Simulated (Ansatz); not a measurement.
**Σ5 (310) boundary in bcc Nb, starting shift (0.5, 0): structure and resistance**

How much does the Σ5 (310) boundary in bcc Nb, starting shift (0.5, 0) reflect electrons?

Program: Ansatz 0.2.0. Level of theory: Ansatz plane-wave DFT, PBE, PAW files; relaxation of a bicrystal slab with its lowest layers held; PAW set soft_1, in the first sound run; inputs show where later runs differ. Results are calculated unless marked as measured.

Report form: the programs' logs are mostly left out.

## (1) Starting point

The cell holds 18 atoms: 18 Nb. Its edges and angles: a = 5.483 Å, b = 3.306 Å, c = 29.820 Å, α = 90.0°, β = 90.0°, γ = 72.5°. It derives from Nb. built on the (3 1 0) plane; 2 overlapping atoms removed and the grains opened by 0 Å. Vacuum lies along c.

## (2) Relaxing the bicrystal

The boundary is built by mirroring the lower grain in the boundary plane and removing any atoms that overlap. A thin bicrystal slab is relaxed first, with the lowest layers held and the upper grain free to shift and open.

Input file input.yaml:

```yaml
crystal:
  lattice:
    - [5.4828782722, 0.0, 0.0]
    - [0.9968869586, 3.1524333588, 0.0]
    - [0.0, 0.0, 29.8197895304]
  atoms:
    - { symbol: Nb, position: [0.8000000001, 0.6000000001, 0.1676738863] }
    - { symbol: Nb, position: [0.2000000001, 0.9000000001, 0.2027359669] }
    - { symbol: Nb, position: [0.6000000001, 0.2000000001, 0.2377980474] }
    - { symbol: Nb, position: [0.0, 0.5000000001, 0.272860128] }
    - { symbol: Nb, position: [0.4, 0.8000000001, 0.3079222086] }
    - { symbol: Nb, position: [0.8, 0.1, 0.3429842891] }
    - { symbol: Nb, position: [0.2, 0.4, 0.3780463697] }
    - { symbol: Nb, position: [0.6, 0.7, 0.4131084502] }
    - { symbol: Nb, position: [0.0, 0.0, 0.4481705308] }
    - { symbol: Nb, position: [0.7, 0.4, 0.5182946919] }
    - { symbol: Nb, position: [0.3, 0.1, 0.5533567725] }
    - { symbol: Nb, position: [0.9, 0.8000000001, 0.588418853] }
    - { symbol: Nb, position: [0.5, 0.5000000001, 0.6234809336] }
    - { symbol: Nb, position: [0.1000000001, 0.2000000001, 0.6585430142] }
    - { symbol: Nb, position: [0.7000000001, 0.9000000001, 0.6936050947] }
    - { symbol: Nb, position: [0.3000000001, 0.6000000001, 0.7286671753] }
    - { symbol: Nb, position: [0.9000000001, 0.3000000001, 0.7637292558] }
    - { symbol: Nb, position: [0.5000000001, 1.0e-10, 0.7987913364] }
kpoints:
  mp_grid: { grid: [7, 7, 1] }
hamiltonian:
  xc: pbe
  pseudopotentials: { kind: paw, azcp: { folder: soft_1 } }
scf:
  occupations: { method: fermi_dirac, width: 0.1 }
relax:
  f_tol: 0.03
  max_steps: 80
  constraints: [{ sites: [0, 1, 2] }]
```

The run is started by

```console
$ ansatz run input.yaml --threads 4 --pin off --max-ram 15360MiB --backend cpu --events-out ev --progress --plain --runs-dir out
```

The job ended after 10 min (4 threads of Arm Neoverse V1, shared host; peak memory 2.4 GiB).

Relaxation path:

```tsv
step	energy less that of the first step (eV)	largest force component (eV/Å)
1	0.0000	1.6314
2	-0.6058	0.5587
3	-1.0034	0.4976
4	-1.2539	0.2734
5	-1.4321	0.2578
6	-1.5478	0.1051
7	-1.5865	0.1351
8	-1.5228	0.8853
9	-1.5950	0.0315
10	-1.5960	0.0375
11	-1.5963	0.0285
```

Relaxation step 8 was tried and not accepted.

The atoms that moved most (Å):

```tsv
atom	dx	dy	dz	length
Nb18	-0.141	0.063	-0.996	1.008
Nb11	-0.094	0.040	-0.816	0.822
Nb13	-0.084	0.016	-0.803	0.808
Nb14	-0.093	0.028	-0.796	0.802
Nb12	-0.052	0.030	-0.782	0.784
Nb17	-0.171	0.066	-0.756	0.778
Nb16	-0.089	0.033	-0.767	0.773
Nb15	-0.094	0.028	-0.749	0.755
```

The relaxed structure:

```cif
data_structure
_symmetry_space_group_name_H-M 'P 1'
_symmetry_Int_Tables_number 1
_cell_length_a 5.4829
_cell_length_b 3.3063
_cell_length_c 29.8198
_cell_angle_alpha 90.000
_cell_angle_beta 90.000
_cell_angle_gamma 72.452
_cell_volume 515.42
loop_
_atom_site_label
_atom_site_type_symbol
_atom_site_fract_x
_atom_site_fract_y
_atom_site_fract_z
_atom_site_occupancy
Nb1 Nb 0.80000 0.60000 0.16767 1
Nb2 Nb 0.20000 0.90000 0.20274 1
Nb3 Nb 0.60000 0.20000 0.23780 1
Nb4 Nb 0.99441 0.50163 0.27146 1
Nb5 Nb 0.39630 0.80621 0.30765 1
Nb6 Nb 0.79596 0.09919 0.34377 1
Nb7 Nb 0.19296 0.39381 0.37523 1
Nb8 Nb 0.58681 0.77551 0.41626 1
Nb9 Nb 0.07590 0.79800 0.45226 1
Nb10 Nb 0.68210 0.40003 0.49473 1
Nb11 Nb 0.28061 0.11259 0.52599 1
Nb12 Nb 0.88875 0.80967 0.56221 1
Nb13 Nb 0.48381 0.50497 0.59655 1
Nb14 Nb 0.08136 0.20880 0.63186 1
Nb15 Nb 0.68133 0.90885 0.66849 1
Nb16 Nb 0.28194 0.61040 0.70294 1
Nb17 Nb 0.86492 0.32095 0.73837 1
Nb18 Nb 0.47059 0.01989 0.76539 1
```

Numbers from this step:

* free energy: -81935.5776 eV
* energy at zero smearing: -81935.1964 eV
* Fermi energy: 10.02 eV

The largest force component on a free atom ends at 0.029 eV/Å, under the tolerance of 0.03, after 11 steps.

## (3) Transmission across the boundary

Bulk layers of each grain are laid under and over the relaxed boundary, and a lead is named in the middle of each, away from the free faces. The mesh across the current, 20×20, is finer than the density's, because channels open and close sharply across the zone. Energies from -0.1 to 0.1 eV in steps of 0.05 eV are too few for the program's thermal sum, so it prints no conductance; for a metal the transmission near the Fermi level serves, at a fraction of the cost.

This step: Ansatz plane-wave DFT, PBE, PAW files; ballistic transport by layer matching (Landauer), zero bias; boundary relaxed in a short slab, bulk layers laid on; PAW set soft_1 (Ansatz 0.2.0).

System of this step: Σ5 (310) boundary in bcc Nb, starting shift (0.5, 0). The cell holds 41 atoms: 41 Nb. Cell: a = 5.483 Å, b = 3.306 Å, c = 50.064 Å, α = 90.0°, β = 90.0°, γ = 72.5°. It derives from Nb. Regions: lower grain, 17 atoms (17 Nb); boundary, 11 atoms (11 Nb); upper grain, 13 atoms (13 Nb). Vacuum lies along c.

Input file input.yaml:

```yaml
crystal:
  lattice:
    - [5.4828782722, 0.0, 0.0]
    - [0.9968869586, 3.1524333588, 0.0]
    - [0.0, 0.0, 50.0640749277]
  atoms:
    - { symbol: Nb, position: [-9.1999999998, -6.8999999997, 0.0798976113] }
    - { symbol: Nb, position: [-8.7999999998, -6.5999999997, 0.1007817256] }
    - { symbol: Nb, position: [-8.3999999998, -6.2999999997, 0.1216658399] }
    - { symbol: Nb, position: [-7.9999999998, -5.9999999997, 0.1425499542] }
    - { symbol: Nb, position: [-7.5999999998, -5.6999999997, 0.1634340685] }
    - { symbol: Nb, position: [-7.1999999998, -5.3999999997, 0.1843181828] }
    - { symbol: Nb, position: [-6.7999999998, -5.0999999998, 0.2052022971] }
    - { symbol: Nb, position: [-6.3999999998, -4.7999999998, 0.2260864114] }
[... 29 atom lines left out ...]
    - { symbol: Nb, position: [-5.5161891051, -4.4950310731, 0.8574500458] }
    - { symbol: Nb, position: [-5.9161891051, -4.7950310731, 0.8783341601] }
    - { symbol: Nb, position: [-6.316189105, -5.0950310731, 0.8992182744] }
    - { symbol: Nb, position: [-6.716189105, -5.3950310731, 0.9201023887] }
kpoints:
  mp_grid: { grid: [8, 8, 1] }
hamiltonian:
  xc: pbe
  pseudopotentials: { kind: paw, azcp: { folder: soft_1 } }
scf:
  occupations: { method: fermi_dirac, width: 0.1 }
output:
  transmission:
    leads: [[9, 10], [33, 34]]
    kmesh: [20, 20]
    e_range: [-0.1, 0.1]
    de: 0.05
  write_potential: true
  write_density: true
  volumetric_format: npy
  elf: true
```

Elapsed: 30 min, on 4 threads; peak memory 11 GiB; 1.9 h of CPU time.

This step gave:

```
free energy                                    : -186639.1993 eV
energy at zero smearing                        : -186638.2653 eV
Fermi energy                                   : 14.77 eV
cell area                                      : 17.28 Å²
transmission per spin nearest the Fermi level  : 2.114
open channels per spin nearest the Fermi level : 4.188
open channels per spin, upper lead             : 4.188
step of the lead's potential                   : 11.2 meV
step of the upper lead's potential             : 35.2 meV
```

Per spin. Transmission, zone mean against energy, zero at the Fermi level:

```tsv
energy (eV)	transmission, zone mean
-0.1000	2.32
-0.0500	2.23
0.0000	2.11
0.0500	2.02
0.1000	1.93
```

Per spin. Table of open channels, zone mean by energy, zero at the Fermi level:

```tsv
energy (eV)	lead	upper lead
-0.1000	4.71	4.70
-0.0500	4.48	4.47
0.0000	4.19	4.19
0.0500	4.00	4.00
0.1000	3.92	3.91
```

Transmission over k1 and k2. At 0.0000 eV from the Fermi level.

Ten even steps from '0' (0.57) to '9' (3.29):
```
56899876433346789565
56998764432345675632
36887644433666564322
24786544434746563221
33222110035676655013
33221113347887633323
22100267688887567632
42356668777765599874
87578898776556897886
98888987756577898888
86887986556778988757
44789955677778666532
22367657888867620012
33233367887433111223
33105566765300112223
21223656474344456874
32234656663344467886
52365765432344678996
55659876433346789986
56599876543456789956
```
Columns: k1 (b1) from -0.5 to 0.45; rows upwards: k2 (b2) from -0.5 to 0.45.

Open channels over k1 and k2. At 0.0000 eV from the Fermi level.

Values, 12 rows by 16 columns, each cell a mean:
```
4.00 4.40 5.00 5.00 5.00 4.84 4.24 3.68 4.16 4.00 4.60 5.00 4.92 4.36 3.76 4.08
3.48 4.76 5.12 5.04 4.76 4.04 3.20 3.04 3.44 4.48 4.84 4.84 4.96 3.68 3.08 3.00
2.60 3.32 3.44 3.76 2.72 2.40 2.04 3.24 4.16 4.72 4.84 4.20 4.64 3.12 2.16 2.40
2.00 2.00 2.00 2.00 2.88 3.68 4.04 3.80 5.32 5.00 5.24 5.08 3.80 4.04 3.44 2.16
3.28 2.96 3.68 4.48 4.88 5.36 5.12 4.80 5.16 4.92 4.92 5.00 5.64 5.08 5.08 4.04
6.00 6.08 6.08 6.00 5.56 5.00 4.16 4.00 4.88 4.24 4.00 4.80 5.92 5.76 6.36 5.80
4.76 5.00 5.60 5.12 5.80 4.76 4.40 4.88 4.88 4.40 5.00 5.56 5.12 5.44 4.60 4.36
2.24 2.96 4.40 4.64 4.84 5.24 5.24 5.00 5.40 4.60 4.84 4.52 3.56 2.52 2.28 2.04
2.00 2.00 2.12 3.32 3.76 4.64 5.00 4.52 4.24 2.88 2.40 2.16 2.12 2.36 2.00 2.48
3.00 3.00 3.00 3.80 5.36 4.64 4.64 5.04 3.48 3.00 3.00 3.64 4.52 5.24 5.24 4.52
3.72 3.32 3.56 4.12 5.00 5.00 4.52 4.04 3.36 3.44 3.92 4.80 5.00 5.00 5.00 4.36
4.08 4.24 4.36 4.92 5.00 5.00 4.40 4.00 4.32 4.00 4.60 5.00 5.00 5.00 4.64 4.08
```
Columns: k1 (b1) from -0.5 to 0.45; rows upwards: k2 (b2) from -0.5 to 0.45.

ELF in the ca plane at fractional y = 0.776, with atoms of Nb within 0.2 Å of it. It is the smooth field of the valence electrons, not physical close to the nuclei.

Values, 8 rows by 16 columns, each cell a mean:
```
0.28 0.32 0.42 0.38 0.35 0.34 0.30 0.53 0.55 0.35 0.32 0.25 0.21 0.12 0.03 0.00
0.59 0.38 0.37 0.39 0.34 0.35 0.34 0.53 0.51 0.29 0.44 0.55 0.12 0.11 0.04 0.00
0.68 0.45 0.37 0.27 0.27 0.24 0.27 0.29 0.27 0.35 0.51 0.64 0.18 0.20 0.07 0.00
0.35 0.30 0.35 0.48 0.37 0.25 0.27 0.40 0.26 0.26 0.29 0.36 0.34 0.30 0.10 0.01
0.37 0.30 0.27 0.32 0.29 0.40 0.24 0.25 0.32 0.32 0.39 0.30 0.30 0.18 0.09 0.01
0.32 0.62 0.42 0.32 0.26 0.31 0.22 0.23 0.27 0.26 0.38 0.46 0.63 0.14 0.06 0.01
0.29 0.53 0.36 0.32 0.55 0.47 0.31 0.31 0.37 0.34 0.32 0.41 0.55 0.09 0.04 0.01
0.41 0.26 0.35 0.34 0.60 0.52 0.31 0.36 0.34 0.36 0.41 0.38 0.20 0.08 0.03 0.00
```
Columns run along c (16.0 Å, from fractional 0.68 to 1.00 of the cell), rows up along a (5.5 Å). Atoms in or near the plane, at fractional coordinates: Nb at (0.84, 0.88).

Valence density in the ca plane at fractional y = 0.776, with atoms of Nb within 0.2 Å of it. It is the smooth field of the valence electrons, not physical close to the nuclei.

Values in e/Å³, 8 rows by 16 columns, each cell a mean:
```
0.3 0.2 0.2 0.2 1.0 0.7 0.3 3.2 3.2 0.3 0.3 0.3 0.1 0.0 0.0 0.0
2.2 1.0 0.2 0.2 0.2 0.2 0.3 2.2 2.1 0.2 1.4 1.9 0.1 0.0 0.0 0.0
3.3 1.4 0.2 0.5 0.3 0.3 0.3 0.3 0.3 0.3 2.0 2.8 0.1 0.0 0.0 0.0
0.8 0.4 0.2 1.3 0.8 0.3 0.3 0.2 0.4 0.4 0.5 0.7 0.2 0.0 0.0 0.0
0.2 0.6 0.4 0.7 0.5 0.2 0.3 0.3 0.6 0.7 0.2 0.4 0.5 0.1 0.0 0.0
0.3 2.3 1.2 0.3 0.3 0.3 0.4 0.3 0.3 0.3 0.2 1.4 2.2 0.1 0.0 0.0
0.3 1.7 0.8 0.3 2.2 1.6 0.3 0.2 0.2 0.2 0.3 1.0 1.5 0.1 0.0 0.0
0.2 0.3 0.3 0.3 3.6 2.6 0.2 0.9 0.8 0.2 0.2 0.3 0.2 0.0 0.0 0.0
```
Columns run along c (16.0 Å, from fractional 0.68 to 1.00 of the cell), rows up along a (5.5 Å). Atoms in or near the plane, at fractional coordinates: Nb at (0.84, 0.88).

Electrostatic potential energy in the ca plane at fractional y = 0.776, with atoms of Nb within 0.2 Å of it. With pseudopotentials it is smooth inside the atoms' cores, unlike the true potential.

Values in eV, 8 rows by 16 columns, each cell a mean:
```
 11  14  16  15  -4   2  13 -29 -29  14  13  11  16  18  18  18
-22  -3  15  16  15  15  14 -19 -19  14  -9 -18  14  18  19  18
-32 -10  15   7  10  12  13  12  11  14 -18 -27  13  18  19  18
  0   8  14 -11  -2  12  13  15   9   8   5   2  15  18  18  18
 15   4   9   1   6  16  10  11   1   0  15   9   5  16  18  18
 12 -24  -6  14  10  13   9  10  11  10  15 -10 -22  12  18  18
 13 -16  -1  14 -20 -11  14  14  15  15  14  -4 -14  13  18  18
 16  12  14  12 -32 -22  14  -2  -1  15  16  13  11  16  18  18
```
Columns run along c (16.0 Å, from fractional 0.68 to 1.00 of the cell; values clipped at the 3rd and 97th percentile), rows up along a (5.5 Å). Atoms in or near the plane, at fractional coordinates: Nb at (0.84, 0.88).

Over the solved energies the transmission per spin lies between 1.93 and 2.32, out of 4.26 channels of the lead on average (up to 4.71). The log calls the step of a lead's potential too much.

## (4) Specific resistance

This step: Ansatz plane-wave DFT, PBE, PAW files; ballistic transport by layer matching (Landauer), zero bias; specific resistance of the boundary; PAW set soft_1 (Ansatz 0.2.0).

Numbers from this step:

```
area resistance                      : 0.5272 fΩ m²
T over the leads' mean channel count : 0.4986
```

Averaged over the energies near the Fermi level, 49.9 % of the channels pass, which makes 0.527 fΩ m².

By hand, with T and the leads' channels N averaged over the energies near the Fermi level: RA = A (h/2e²)(1/T − ½[1/N₁ + 1/N₂]) = 17.28×10⁻²⁰ m² × 12 906 Ω × (1/2.122 − ½[1/4.257 + 1/4.252]) = 0.527 fΩ m².

## (5) Single-crystal slab for reference

The free faces cost energy too. A single-crystal slab with the same faces and held layers is relaxed, so that they cancel.

This step: Ansatz plane-wave DFT, PBE, PAW files; relaxation of a single-crystal slab with its lowest layers held; PAW set soft_1 (Ansatz 0.2.0).

System of this step: Nb slab, plane (3, 1, 0). The cell holds 19 atoms: 19 Nb. Its edges and angles: a = 5.483 Å, b = 3.306 Å, c = 29.820 Å, α = 90.0°, β = 90.0°, γ = 72.5°. It derives from Nb. Vacuum lies along c.

Input file input.yaml:

```yaml
crystal:
  lattice:
    - [5.4828782722, 0.0, 0.0]
    - [0.9968869586, 3.1524333588, 0.0]
    - [0.0, 0.0, 29.8197895304]
  atoms:
    - { symbol: Nb, position: [0.8000000002, 0.6000000002, 0.1676738863] }
    - { symbol: Nb, position: [0.2000000001, 0.9000000002, 0.2027359669] }
    - { symbol: Nb, position: [0.6000000001, 0.2000000002, 0.2377980474] }
    - { symbol: Nb, position: [1.0e-10, 0.5000000002, 0.272860128] }
    - { symbol: Nb, position: [0.4000000001, 0.8000000002, 0.3079222086] }
    - { symbol: Nb, position: [0.8000000001, 0.1000000002, 0.3429842891] }
    - { symbol: Nb, position: [0.2000000001, 0.4000000002, 0.3780463697] }
    - { symbol: Nb, position: [0.6000000001, 0.7000000001, 0.4131084502] }
    - { symbol: Nb, position: [1.0e-10, 1.0e-10, 0.4481705308] }
    - { symbol: Nb, position: [0.4000000001, 0.3000000001, 0.4832326114] }
    - { symbol: Nb, position: [0.8000000001, 0.6000000001, 0.5182946919] }
    - { symbol: Nb, position: [0.2000000001, 0.9000000001, 0.5533567725] }
    - { symbol: Nb, position: [0.6000000001, 0.2000000001, 0.588418853] }
    - { symbol: Nb, position: [0.0, 0.5000000001, 0.6234809336] }
    - { symbol: Nb, position: [0.4, 0.8000000001, 0.6585430142] }
    - { symbol: Nb, position: [0.8, 0.1, 0.6936050947] }
    - { symbol: Nb, position: [0.2, 0.4, 0.7286671753] }
    - { symbol: Nb, position: [0.6, 0.7, 0.7637292558] }
    - { symbol: Nb, position: [0.0, 0.0, 0.7987913364] }
kpoints:
  mp_grid: { grid: [7, 7, 1] }
hamiltonian:
  xc: pbe
  pseudopotentials: { kind: paw, azcp: { folder: soft_1 } }
scf:
  occupations: { method: fermi_dirac, width: 0.1 }
relax:
  f_tol: 0.03
  max_steps: 80
  constraints: [{ sites: [0, 1, 2] }]
```

Wall time 4.4 min (4 threads); peak memory 2.1 GiB.

The steps of the relaxation:

```tsv
step	energy less that of the first step (eV)	largest force component (eV/Å)
1	0.0000	1.6207
2	-0.2377	0.2589
3	-0.2502	0.1197
4	-0.2544	0.0784
5	-0.2545	0.1282
6	-0.2556	0.0176
7	-0.2556	0.0178
```

The atoms that moved most (Å):

```tsv
atom	dx	dy	dz	length
Nb19	0.038	-0.012	-0.197	0.201
Nb18	0.076	-0.024	0.049	0.093
Nb4	-0.029	0.009	-0.053	0.061
Nb16	-0.007	0.002	0.049	0.049
Nb5	-0.043	0.014	-0.005	0.046
Nb17	-0.006	0.002	0.039	0.040
Nb12	-0.030	0.010	0.021	0.038
Nb13	-0.030	0.010	0.018	0.037
```

Final coordinates:

```cif
data_structure
_symmetry_space_group_name_H-M 'P 1'
_symmetry_Int_Tables_number 1
_cell_length_a 5.4829
_cell_length_b 3.3063
_cell_length_c 29.8198
_cell_angle_alpha 90.000
_cell_angle_beta 90.000
_cell_angle_gamma 72.452
_cell_volume 515.42
loop_
_atom_site_label
_atom_site_type_symbol
_atom_site_fract_x
_atom_site_fract_y
_atom_site_fract_z
_atom_site_occupancy
Nb1 Nb 0.80000 0.60000 0.16767 1
Nb2 Nb 0.20000 0.90000 0.20274 1
Nb3 Nb 0.60000 0.20000 0.23780 1
Nb4 Nb 0.99419 0.50291 0.27107 1
Nb5 Nb 0.39133 0.80434 0.30775 1
Nb6 Nb 0.79669 0.10165 0.34283 1
Nb7 Nb 0.19684 0.40158 0.37806 1
Nb8 Nb 0.59544 0.70228 0.41301 1
Nb9 Nb 0.99510 0.00245 0.44808 1
Nb10 Nb 0.39424 0.30288 0.48349 1
Nb11 Nb 0.79358 0.60321 0.51866 1
Nb12 Nb 0.19392 0.90304 0.55405 1
Nb13 Nb 0.59393 0.20303 0.58903 1
Nb14 Nb 0.99519 0.50240 0.62386 1
Nb15 Nb 0.39855 0.80072 0.65885 1
Nb16 Nb 0.79858 0.10071 0.69524 1
Nb17 Nb 0.19876 0.40062 0.72998 1
Nb18 Nb 0.61522 0.69239 0.76536 1
Nb19 Nb 0.00757 0.99621 0.79218 1
```

This step gave:

- free energy: -86489.2310 eV
- energy at zero smearing: -86488.7869 eV
- Fermi energy: 10.73 eV

The largest force component on a free atom ends at 0.018 eV/Å, under the tolerance of 0.03, after 7 steps.

## (6) Bulk reference

The perfect crystal gives the energy per atom, for the atoms by which bicrystal and slab differ.

This step: Ansatz plane-wave DFT, PBE, PAW files; bulk reference; PAW set soft_1 (Ansatz 0.2.0).

System of this step: Nb. Symmetry: Im-3m, No. 229, cubic system. Conventional cell: a = 3.306 Å, b = 3.306 Å, c = 3.306 Å, α = 90.00°, β = 90.00°, γ = 90.00°. Nearest to Nb lie 8 Nb at 2.86 Å.

input.yaml, the sections that differ from step 5:

```yaml
crystal:
  lattice:
    - [-1.65315, 1.65315, 1.65315]
    - [1.65315, -1.65315, 1.65315]
    - [1.65315, 1.65315, -1.65315]
  atoms:
    - { symbol: Nb, position: [0.0, 0.0, 0.0] }
kpoints:
  mp_grid: { grid: [18, 18, 18] }
# hamiltonian, scf: as in step 5
# relax: removed
```

Run time: 0.56 s. Hardware: 4 threads; peak memory 0.29 GiB.

This step gave:

- free energy: -4552.3404 eV
- energy at zero smearing: -4552.3159 eV
- Fermi energy: 17.74 eV

## (7) Boundary energy

This step: Ansatz plane-wave DFT, PBE, PAW files; bicrystal less single-crystal slab less bulk atoms, a boundary area; PAW set soft_1 (Ansatz 0.2.0).

This step gave:

```yaml
excess_energy_of_the_cell: 1.274 eV
boundary_energy: 1.181 J/m²
```

The boundary costs 1.2 J/m².

By hand: 1.27 eV / 17.28 Å² × 16.02 = 1.18 J/m².

## (8) Results

| Property | Result |
| --- | --- |
| specific resistance of the boundary | 0.527 fΩ m² |
| share of channels that pass | 0.499 |
| boundary energy | 1.18 J/m² |

The boundary has a specific resistance of 0.53 fΩ m² and an energy of 1.2 J/m². The boundary reflects 50 % of the channels; 0.53 fΩ m² is 5.3×10⁻¹² Ω·cm². One starting structure was relaxed; another shift or atom count at the boundary may lie lower. A lead's potential steps by up to 35 meV from period to period, which the log calls too much, so longer leads could move the result.

[Logs are printed without paths, hosts, clocks, repeated set-up lines and the standing remarks that a program may print on its own settings, such as how far it seeks lower states.]

[Hosts, paths, dates, database ids (printed as entryN), source tags and the programs' standing remarks are cut or masked in the printed files.]
